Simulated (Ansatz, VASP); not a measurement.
**One calculation of Y, two programs**

```xyz
1
Lattice="3.0109 0.0000 0.0000 0.0000 3.0109 0.0000 0.0000 0.0000 3.0109" Properties=species:S:1:pos:R:3 pbc="T T T"
Y     0.0000    0.0000    0.0000
```

Change from the starting cell: volume scaled by 0.84, PAW files.

Alike in both runs: task single point; functional PBEsol; k mesh 12 × 12 × 12; occupations fermi-dirac, width 0.08 eV; no spin polarisation.

|  | VASP | Ansatz |
| --- | --- | --- |
| version | VASP 6.6.1 | Ansatz 0.2.0 |
| potentials or method | VASP PAW PBE potentials, release 64 (Y_sv) | PAW with Ansatz's default frozen-core files, scalar-relativistic |
| plane-wave cutoff (eV) | 520 | 420 |
| valence electrons in the cell | 11 | 11 |

```tsv
	VASP	Ansatz	Ansatz less VASP
pressure (GPa)	6.6	6.6	+0.04
```

With one functional, cell and mesh, what is left measures potentials, basis and numerics.

Caveats: the PAW data sets were made with another functional, which shifts forces and pressure a little (VASP).
